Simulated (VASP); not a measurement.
# BAs (F-43m) in VASP: a series of runs, part 2 of 2

VASP 6.6.1. The steps go on from the part before.

## (4) Relaxation of cell and atoms, LDA

INCAR reads:

```
PREC = Accurate
ENCUT = 600
EDIFF = 1E-6
ISMEAR = 0
SIGMA = 0.03
LREAL = False
LASPH = True
NELM = 80
ALGO = Normal
ISIF = 3
LWAVE = False
LCHARG = False
IBRION = 2
NSW = 90
EDIFFG = -0.01
```

KPOINTS reads:

```
regular mesh
0
Gamma
  10 10 10
```

POSCAR reads:

```
BAs
1.0
    0.0000000000      2.3885000000      2.3885000000
    2.3885000000      0.0000000000      2.3885000000
    2.3885000000      2.3885000000      0.0000000000
B As
1 1
Direct
    0.0000000000      0.0000000000      0.0000000000
    0.2500000000      0.2500000000      0.2500000000
```

Potentials or basis: VASP PAW LDA potentials, release 64 (B, As).

The run is started by

```bash
$ cat potpaw_LDA.64/B/POTCAR potpaw_LDA.64/As/POTCAR > POTCAR
$ mpirun -np 1 vasp_std > vasp.out
```

OUTCAR:

```text
PREC = Accurate
   ENCUT = 600
   EDIFF = 1E-6
   ISMEAR = 0
   LREAL = False
   LASPH = True
   NELM = 80
   ISIF = 3
   IBRION = 2
   NSW = 90
   EDIFFG = -0.01

 ion  position               nearest neighbor table
   1  0.000  0.000  0.000-   2 2.07   2 2.07   2 2.07   2 2.07
   2  0.250  0.250  0.250-   1 2.07   1 2.07   1 2.07   1 2.07

  LATTYP: Found a face centered cubic cell.
 ALAT       =     4.7770000000

  Lattice vectors:

 A1 = (   0.0000000000,   2.3885000000,   2.3885000000)
 A2 = (   2.3885000000,   0.0000000000,   2.3885000000)
 A3 = (   2.3885000000,   2.3885000000,   0.0000000000)

Analysis of symmetry for initial positions (statically):
=====================================================================
 Subroutine PRICEL returns:
 Original cell was already a primitive cell.

 Routine SETGRP: Setting up the symmetry group for a
 face centered cubic supercell.

 Subroutine GETGRP returns: Found 24 space group operations
 (whereof 24 operations were pure point group operations)
 out of a pool of 48 trial point group operations.

The static configuration has the point symmetry T_d .

Analysis of symmetry for dynamics (positions and initial velocities):
=====================================================================
 Subroutine PRICEL returns:
 Original cell was already a primitive cell.

 Routine SETGRP: Setting up the symmetry group for a
 face centered cubic supercell.

 Subroutine GETGRP returns: Found 24 space group operations
 (whereof 24 operations were pure point group operations)
 out of a pool of 48 trial point group operations.

The dynamic configuration has the point symmetry T_d .

 Subroutine INISYM returns: Found 24 space group operations
 (whereof 24 operations are pure point group operations),
 and found     1 'primitive' translations

----------------------------------------------------------------------------------------

                                     Primitive cell

  volume of cell :      27.2525

  direct lattice vectors                    reciprocal lattice vectors
     0.000000000  2.388500000  2.388500000    -0.209336404  0.209336404  0.209336404
     2.388500000  0.000000000  2.388500000     0.209336404 -0.209336404  0.209336404
     2.388500000  2.388500000  0.000000000     0.209336404  0.209336404 -0.209336404

  length of vectors
     3.377849094  3.377849094  3.377849094     0.362581287  0.362581287  0.362581287

  position of ions in fractional coordinates (direct lattice)
     0.000000000  0.000000000  0.000000000
     0.250000000  0.250000000  0.250000000

  ion indices of the primitive-cell ions
   primitive index   ion index
                 1           1
                 2           2

----------------------------------------------------------------------------------------

 KPOINTS: regular mesh

Automatic generation of k-mesh.
 Grid dimensions read from file:
 generate k-points for:   10   10   10

 Generating k-lattice:
[... 46 lines left out ...]
   total plane-waves  NPLWV =  21952
   dimension x,y,z NGX =    28 NGY =   28 NGZ =   28
   dimension x,y,z NGXF=    56 NGYF=   56 NGZF=   56
   ions per type =               1   1
   NGX,Y,Z   is equivalent  to a cutoff of  13.78, 13.78, 13.78 a.u.
   NGXF,Y,Z  is equivalent  to a cutoff of  27.56, 27.56, 27.56 a.u.
 SYSTEM =  unknown system
   PREC   = accura    normal or accurate (medium, high low for compatibility)
   ISTART =      0    job   : 0-new  1-cont  2-samecut
   ICHARG =      2    charge: 1-file 2-atom 10-const
   ISPIN  =      1    spin polarized calculation?
   LNONCOLLINEAR =      F non collinear calculations
   LSORBIT =      F    spin-orbit coupling
   LASPH  =      T    aspherical Exc in radial PAW
   ENCUT  =  600.0 eV  44.10 Ry    6.64 a.u.   6.75  6.75  6.75*2*pi/ulx,y,z
   NELM   =     80;   NELMIN=  2; NELMDL= -5     # of ELM steps
   EDIFF  = 0.1E-05   stopping-criterion for ELM
   LREAL  =      F    real-space projection
   EDIFFG = -.1E-01   stopping-criterion for IOM
   NSW    =     90    number of steps for IOM
   IBRION =      2    ionic relax: 0-MD 1-quasi-New 2-CG
   NFREE  =      1    steps in history (QN), initial steepest desc. (CG)
   ISIF   =      3    stress and relaxation
   ISYM   =      2    0-nonsym 1-usesym 2-fastsym
   POTIM  = 0.5000    time-step for ionic-motion
   TEBEG  =    0.0;   TEEND  =   0.0 temperature during run
   PSTRESS=    0.0 pullay stress
   NELECT =       8.0000    total number of electrons
   NUPDOWN=      -1.0000    fix difference up-down
   EMIN   =  10.00;   EMAX   =-10.00  energy-range for DOS
   EFERMI =   0.00;   METHOD = LEGACY
   ISMEAR =     0;   SIGMA  =   0.03  broadening in eV -4-tet -1-fermi 0-gaus
   EFERMI_NEDOS =   21; number of points for ismear=-14 and -15
   IALGO  =     38    algorithm
   IMIX   =      4    mixing-type and parameters
     AMIX     =   0.40;   BMIX     =  1.00
     AMIX_MAG =   1.60;   BMIX_MAG =  1.00
  volume/ion in A,a.u.               =      13.63        91.95
  Fermi-wavevector in a.u.,A,eV,Ry     =   1.088018  2.056057 16.106360  1.183784
  Thomas-Fermi vector in A             =   2.224191
   LORBIT       =      0    0 simple, 1 ext, 2 COOP (PROOUT), +10 PAW based schemes
   GGA     = CA    functional components
   LHFCALC =     F    Hartree Fock is set to
   AEXX    =    0.0000 exact exchange contribution
   IVDW    =     0    specifies the selected vdW correction
   LEPSILON=     F    determine dielectric tensor
   LRPA    =     F    only Hartree local field effects (RPA)
 conjugate gradient relaxation of ions
 non-spin polarized calculation
 Gauss-broadening in eV      SIGMA  =   0.03
  energy-cutoff  :      600.00
  volume of cell :       27.25
 maximum number of plane-waves:       941
   NGX = 13   NGY = 13   NGZ = 13

--------------------------------------- Ionic step        1  -------------------------------------------

 number of electron       8.0000000 magnetization

 Free energy of the ion-electron system (eV)
  ---------------------------------------------------
  ext. energy  EPLUGINS =         0.00000000
  ---------------------------------------------------
  free energy    TOTEN  =       -12.92170814 eV

  energy without entropy =      -12.92170814  energy(sigma->0) =      -12.92170814

------------------------ aborting loop because EDIFF is reached ----------------------------------------

  FORCE on cell =-STRESS in cart. coord.  units (eV):
  Direction    XX          YY          ZZ          XY          YZ          ZX
  --------------------------------------------------------------------------------------
  -------------------------------------------------------------------------------------
  Total       -0.5260100     -0.5260100     -0.5260100      0.0000000      0.0000000      0.0000000
  in kB      -30.9242276    -30.9242276    -30.9242276      0.0000000      0.0000000      0.0000000
  external PRESSURE =     -30.9242276 kB  Pullay stress =       0.0000000 kB
[... 59 lines left out ...]
--------------------------------------- Ionic step        3  -------------------------------------------

 number of electron       8.0000000 magnetization

 Free energy of the ion-electron system (eV)
  ---------------------------------------------------
  ext. energy  EPLUGINS =         0.00000000
  ---------------------------------------------------
  free energy    TOTEN  =       -12.92751446 eV

  energy without entropy =      -12.92751446  energy(sigma->0) =      -12.92751446

 E-fermi :   6.6190     XC(G=0): -10.8753

 val. band max:        6.4054890198   @ k =   0.0000   0.0000   0.0000
 cond. band min:       7.5084203223   @ k =   0.4000   0.4000   0.0000
 fundamental gap:      1.1029313025
 Fermi energy:         6.6190399915

 k-point     1 :       0.0000    0.0000    0.0000
  band No.  band energies     occupation
      1      -9.1707      2.00000
      2       6.4055      2.00000
      3       6.4055      2.00000
      4       6.4055      2.00000
      5       9.6833      0.00000
      6       9.6833      0.00000
      7       9.6833      0.00000
      8      11.3795      0.00000
[... 243 lines left out ...]
 k-point    24 :       0.4000    0.3000    0.0000
  band No.  band energies     occupation
      1      -6.4818      2.00000
      2      -0.0514      2.00000
      3       2.3390      2.00000
      4       2.8437      2.00000
      5       8.0422      0.00000
      6       9.7488      0.00000
      7      15.3203      0.00000
      8      15.5387      0.00000

 [... further k-points ...]

------------------------ aborting loop because EDIFF is reached ----------------------------------------

  FORCE on cell =-STRESS in cart. coord.  units (eV):
  Direction    XX          YY          ZZ          XY          YZ          ZX
  --------------------------------------------------------------------------------------
  -------------------------------------------------------------------------------------
  Total       -0.0011073     -0.0011073     -0.0011073      0.0000000      0.0000000     -0.0000000
  in kB       -0.0665354     -0.0665354     -0.0665354      0.0000000      0.0000000     -0.0000000
  external PRESSURE =      -0.0665354 kB  Pullay stress =       0.0000000 kB
[... 17 lines left out ...]
  FREE ENERGIE OF THE ION-ELECTRON SYSTEM (eV)
  ---------------------------------------------------
  free  energy   TOTEN  =       -12.9275144609 eV

  energy  without entropy=      -12.9275144609  energy(sigma->0) =      -12.92751446

 reached required accuracy - stopping structural energy minimisation
```

OSZICAR:

```text
N       E                     dE             d eps       ncg     rms          rms(c)
DAV:   1     0.120768109480E+02    0.12077E+02   -0.41784E+03   752   0.973E+02
DAV:   2    -0.133033507832E+02   -0.25380E+02   -0.24742E+02  1104   0.114E+02
DAV:   3    -0.136441503915E+02   -0.34080E+00   -0.34080E+00   856   0.175E+01
DAV:   4    -0.136446936321E+02   -0.54324E-03   -0.54324E-03  1128   0.738E-01
[... 19 lines left out ...]
DAV:   2    -0.129281882926E+02    0.20330E-02   -0.34074E-03   800   0.358E-01    0.136E-01
DAV:   3    -0.129275604498E+02    0.62784E-03   -0.13686E-03   840   0.208E-01    0.450E-02
DAV:   4    -0.129275184054E+02    0.42044E-04   -0.67845E-05   976   0.552E-02    0.276E-02
DAV:   5    -0.129275146083E+02    0.37970E-05   -0.52775E-06   936   0.156E-02    0.136E-02
DAV:   6    -0.129275144609E+02    0.14739E-06   -0.29011E-07   384   0.388E-03
   3 F= -.12927514E+02 E0= -.12927514E+02  d E =-.580632E-02
```

CONTCAR:

```text
BAs
   1.00000000000000
     0.0000000000000000    2.3711456976014897    2.3711456976014897
     2.3711456976014897   -0.0000000000000000    2.3711456976014897
     2.3711456976014897    2.3711456976014897    0.0000000000000000
  B               As
     1     1
Direct
     0.0000000000000000    0.0000000000000000    0.0000000000000000
     0.2500000000000000    0.2500000000000000    0.2500000000000000

  0.00000000E+00  0.00000000E+00  0.00000000E+00
  0.00000000E+00  0.00000000E+00  0.00000000E+00
```

It took 13 s on 1 thread of Intel Xeon Platinum 8559C (Emerald Rapids), shared host; peak memory 0.15 GiB.

What came out:

```yaml
Free_energy: -12.9275 eV
Relaxed_volume: 13.33 Å³/atom
Relaxed_cell: a = 3.353 Å, b = 3.353 Å, c = 3.353 Å, α = 60.00°, β = 60.00°, γ = 60.00°
Space_group_after_relaxing_to_0.05_Å: F-43m (No. 216)
Energy_gained_by_relaxing: 2.9 meV/atom
Ionic_steps: 3
Pressure_after_relaxing: 0.0 GPa
Band_gap_on_the_k_mesh: 1.10 eV, indirect (least direct gap 3.28 eV)
```

Step by step:
```
step  energy change (eV)  largest force (eV/Å)  pressure (GPa)  volume (Å³)
   1              0.0000                0.0000           -3.09        27.25
   2             -0.0025                0.0000            2.51        26.23
   3             -0.0058                0.0000           -0.01        26.66
```

Final structure:
```cif
data_structure
_symmetry_space_group_name_H-M 'P 1'
_symmetry_Int_Tables_number 1
_cell_length_a 3.3533
_cell_length_b 3.3533
_cell_length_c 3.3533
_cell_angle_alpha 60.000
_cell_angle_beta 60.000
_cell_angle_gamma 60.000
_cell_volume 26.66
loop_
_atom_site_label
_atom_site_type_symbol
_atom_site_fract_x
_atom_site_fract_y
_atom_site_fract_z
_atom_site_occupancy
B1 B 0.00000 0.00000 0.00000 1
As1 As 0.25000 0.25000 0.25000 1
```

A k mesh can miss the band edges. Zero-point motion and thermal expansion aren't in these numbers.

## (5) Relaxation of cell and atoms, LDA

This run uses another cell than the first one, of 13.33 Å³/atom, 0.978 times its volume.

Changes to INCAR since step 4:

```diff
@@ -2,3 +2,3 @@
 ENCUT = 600
-EDIFF = 1E-6
+EDIFF = 1E-7
 ISMEAR = 0
@@ -14,2 +14,2 @@
 NSW = 90
-EDIFFG = -0.01
+EDIFFG = -0.005
```

KPOINTS is that of step 4.

POSCAR reads:

```
BAs                                     
1.0
    0.0000000000      2.3711456976      2.3711456976
    2.3711456976     -0.0000000000      2.3711456976
    2.3711456976      2.3711456976      0.0000000000
  B               As            
     1     1
Direct
     0.0000000000000000    0.0000000000000000    0.0000000000000000
     0.2500000000000000    0.2500000000000000    0.2500000000000000
```

Potentials or basis: VASP PAW LDA potentials, release 64 (B, As).

The run is started by

```bash
$ cat potpaw_LDA.64/B/POTCAR potpaw_LDA.64/As/POTCAR > POTCAR
$ mpirun -np 1 vasp_std > vasp.out
```

OUTCAR:

```text
PREC = Accurate
   ENCUT = 600
   EDIFF = 1E-7
   ISMEAR = 0
   LREAL = False
   LASPH = True
   NELM = 80
   ISIF = 3
   IBRION = 2
   NSW = 90
   EDIFFG = -0.005

 ion  position               nearest neighbor table
   1  0.000  0.000  0.000-   2 2.05   2 2.05   2 2.05   2 2.05
   2  0.250  0.250  0.250-   1 2.05   1 2.05   1 2.05   1 2.05

  LATTYP: Found a face centered cubic cell.
 ALAT       =     4.7422913952

  Lattice vectors:

 A1 = (   0.0000000000,   2.3711456976,   2.3711456976)
 A2 = (   2.3711456976,   0.0000000000,   2.3711456976)
[... 444 lines left out ...]
      5       8.0422      0.00000
      6       9.7489      0.00000
      7      15.3204      0.00000
      8      15.5387      0.00000

 [... further k-points ...]
[... 5 lines left out ...]
  --------------------------------------------------------------------------------------
  -------------------------------------------------------------------------------------
  Total       -0.0010969     -0.0010969     -0.0010969      0.0000000      0.0000000      0.0000000
  in kB       -0.0659158     -0.0659158     -0.0659158      0.0000000      0.0000000      0.0000000
  external PRESSURE =      -0.0659158 kB  Pullay stress =       0.0000000 kB

 VOLUME and BASIS-vectors are now :
 -----------------------------------------------------------------------------
  energy-cutoff  :      600.00
  volume of cell :       26.66
      direct lattice vectors                 reciprocal lattice vectors
     0.000000000  2.371145698  2.371145698    -0.210868527  0.210868527  0.210868527
     2.371145698  0.000000000  2.371145698     0.210868527 -0.210868527  0.210868527
     2.371145698  2.371145698  0.000000000     0.210868527  0.210868527 -0.210868527

 POSITION                                       TOTAL-FORCE (eV/Angst)
 -----------------------------------------------------------------------------------
      0.00000      0.00000      0.00000         0.000000      0.000000      0.000000
      1.18557      1.18557      1.18557        -0.000000     -0.000000     -0.000000
 -----------------------------------------------------------------------------------
    total drift:                               -0.000000     -0.000000     -0.000000

  FREE ENERGIE OF THE ION-ELECTRON SYSTEM (eV)
  ---------------------------------------------------
  free  energy   TOTEN  =       -12.9273794499 eV

  energy  without entropy=      -12.9273794499  energy(sigma->0) =      -12.92737945

 reached required accuracy - stopping structural energy minimisation
```

It used 5 s of CPU time on 1 thread of Intel(R) Xeon(R) Platinum 8559C (Emerald Rapids) (shared host), which was overloaded at the time.

Results:

- Free energy: -12.9274 eV
- Pressure after relaxing: 0.0 GPa
- Band gap on the k mesh: 1.10 eV, indirect (least direct gap 3.28 eV)

Final structure:
```cif
data_structure
_symmetry_space_group_name_H-M 'P 1'
_symmetry_Int_Tables_number 1
_cell_length_a 3.3533
_cell_length_b 3.3533
_cell_length_c 3.3533
_cell_angle_alpha 60.000
_cell_angle_beta 60.000
_cell_angle_gamma 60.000
_cell_volume 26.66
loop_
_atom_site_label
_atom_site_type_symbol
_atom_site_fract_x
_atom_site_fract_y
_atom_site_fract_z
_atom_site_occupancy
B1 B 0.00000 0.00000 0.00000 1
As1 As 0.25000 0.25000 0.25000 1
```

Caveat: the relaxation stopped at its first step, so nothing moved.

## (6) Relaxation of cell and atoms, PBEsol, target pressure 19.4 GPa, at which the enthalpy is minimised

INCAR reads:

```
SYSTEM = BAs
PREC = Accurate
ENCUT = 600
EDIFF = 1E-6
ISMEAR = 0
SIGMA = 0.03
LREAL = .False.
LASPH = .True.
NELM = 80
ALGO = Normal
ISIF = 3
LWAVE = .False.
LCHARG = .False.
GGA = PS
IBRION = 2
NSW = 90
EDIFFG = -0.01
PSTRESS = 194.0
```

KPOINTS reads:

```
regular mesh
0
Gamma
  10 10 10
  0 0 0
```

POSCAR reads:

```
BAs
1.0
    0.0000000000      2.3885000000      2.3885000000
    2.3885000000      0.0000000000      2.3885000000
    2.3885000000      2.3885000000      0.0000000000
B As
1 1
Direct
    0.0000000000      0.0000000000      0.0000000000
    0.2500000000      0.2500000000      0.2500000000
```

Potentials or basis: VASP PAW PBE potentials, release 64 (B, As).

The run is started by

```bash
$ cat potpaw_PBE.64/B/POTCAR potpaw_PBE.64/As/POTCAR > POTCAR
$ mpirun -np 1 vasp_std > vasp.out
```

Wall time 38 s (1 thread of Intel Xeon Platinum 8259CL at 2.50GHz (Skylake/Cascade Lake), shared host); peak memory 0.17 GiB.

It converged, with:

| Property | Result |
| --- | --- |
| Free energy | -12.0495 eV |
| Relaxed volume | 12.22 Å³/atom |
| Relaxed cell | a = 3.257 Å, b = 3.257 Å, c = 3.257 Å, α = 60.00°, β = 60.00°, γ = 60.00° |
| Space group after relaxing (to 0.05 Å) | F-43m (No. 216) |
| Energy change on relaxing (the enthalpy is what falls) | +77.7 meV/atom |
| Ionic steps | 4 |
| Pressure after relaxing | 19.3 GPa |
| Band gap on the k mesh | 0.96 eV, indirect (least direct gap 3.39 eV) |

The path:
```
step  energy change (eV)  largest force (eV/Å)  pressure (GPa)  volume (Å³)
   1              0.0000                0.0000            0.05        27.25
   2              0.8784                0.0000           57.76        21.26
   3              0.1463                0.0000           18.64        24.51
   4              0.1553                0.0000           19.29        24.43
```

Final structure:
```cif
data_structure
_symmetry_space_group_name_H-M 'P 1'
_symmetry_Int_Tables_number 1
_cell_length_a 3.2571
_cell_length_b 3.2571
_cell_length_c 3.2571
_cell_angle_alpha 60.000
_cell_angle_beta 60.000
_cell_angle_gamma 60.000
_cell_volume 24.43
loop_
_atom_site_label
_atom_site_type_symbol
_atom_site_fract_x
_atom_site_fract_y
_atom_site_fract_z
_atom_site_occupancy
B1 B 0.00000 0.00000 0.00000 1
As1 As 0.25000 0.25000 0.25000 1
```

Levels at points of the mesh, in eV from the valence-band top:
```
           k point  band 1  band 2  band 3  band 4  band 5  band 6  band 7  band 8
(0.00, 0.00, 0.00)  -16.48    0.00    0.00    0.00    3.39    3.39    3.39    6.11
(0.50, 0.00, 0.00)  -13.18   -9.68   -2.02   -2.02    3.33    4.85    4.85    8.88
(0.50, 0.50, 0.00)  -11.70   -9.17   -4.58   -4.58    1.19    1.21   12.42   12.42
```

Caveat: the cell is relaxed towards a set pressure, so the enthalpy falls and the energy may rise; the PAW data sets were made with another functional, which shifts forces and pressure a little. A k mesh can miss the band edges.

## (7) Summary

| level | potentials or basis | cell | target pressure | gap on the mesh (eV) | pressure (GPa) |
| --- | --- | --- | --- | --- | --- |
| r2SCAN | VASP PAW PBE potentials, release 64 (B, As) | relaxed | - | 1.38 | 0.0 |
| LDA | VASP PAW LDA potentials, release 64 (B, As) | relaxed | - | 1.10 | 0.0 |
| PBEsol | VASP PAW PBE potentials, release 64 (B, As) | relaxed to 19.4 GPa | 19.4 GPa | 0.96 | 19.3 |

Alike in all rows: task relaxation of cell and atoms; no spin polarisation; k mesh 10 × 10 × 10; cutoff (eV) 600; smearing gaussian 0.03 eV.

Caveats: the relaxation stopped at its first step, so nothing moved (some runs); the PAW data sets were made with another functional, which shifts forces and pressure a little (some runs); the cell is relaxed towards a set pressure, so the enthalpy falls and the energy may rise (some runs).

Total energies depend on the potentials used, so only differences within one code and one set of settings carry meaning.
